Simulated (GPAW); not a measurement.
The system is Ti.

```xyz
1
Lattice="-1.6410 1.6410 1.6410 1.6410 -1.6410 1.6410 1.6410 1.6410 -1.6410" Properties=species:S:1:pos:R:3 pbc="T T T"
Ti    0.0000    0.0000    0.0000
```

This isn't the form of Ti at room conditions, which is hcp.

```yaml
Program: GPAW 26.7.0
Task: relaxation of cell and atoms
Functional: RPBE
Dispersion: D4
Potentials_or_basis: the program's PAW data sets (release 1.2.1) made for this functional
Cutoff: 600 eV
Basis: pw
k_mesh: 11 × 11 × 11
Occupations: fermi-dirac, width 0.05 eV
Spin: no spin polarisation
```

At the start: pressure -3.0 GPa; volume 17.68 Å³/atom.

Problem. Where does the relaxation end?

Solution. Over 3 steps the energy falls by 2.4 meV/atom and the volume is 17.15 Å³/atom (-3.0 %); space group Im-3m (No. 229, to 0.05 Å).

The path:
```tsv
step	energy change (eV)	largest force (eV/Å)	pressure (GPa)	volume (Å³)
1	0.0000	0.0000	-3.00	17.68
2	-0.0024	0.0000	-1.61	17.43
3	-0.0024	0.0000	0.03	17.15
```

Final structure:
```xyz
1
Lattice="-1.6245 1.6245 1.6245 1.6245 -1.6245 1.6245 1.6245 1.6245 -1.6245" Properties=species:S:1:pos:R:3 pbc="T T T"
Ti    0.0000    0.0000    0.0000
```

Caveat: later steps reuse the first step's grids; pairwise dispersion overbinds metals, which lowers pressure and volume.
